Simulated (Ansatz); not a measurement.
Base system: NaCl in the rock salt structure (space group Fm-3m, No. 225; a = 5.608 Å).

It is then changed as follows: Li takes the place of Na on all its sites, then cell and atoms are relaxed.

Levels (all Ansatz, a program for electronic structure, PAW): r2SCAN (500 eV, scalar-relativistic without spin-orbit coupling); HSE06+SOC (420 eV, noncollinear with spin-orbit coupling).

The geometry is relaxed with r2SCAN.

* **r2SCAN band gap**: 7.29 eV

With HSE06+SOC at the same geometry, the valence-band top at Γ (three highest Kramers pairs, from the VBM) amounts to 0.00, 0.00, -0.14 eV; the band gap goes up by 0.45 eV to 7.74 eV.

Single points use the geometry relaxed with r2SCAN. Differences between runs with and without spin-orbit coupling are approximate. No phonon test of stability was made.
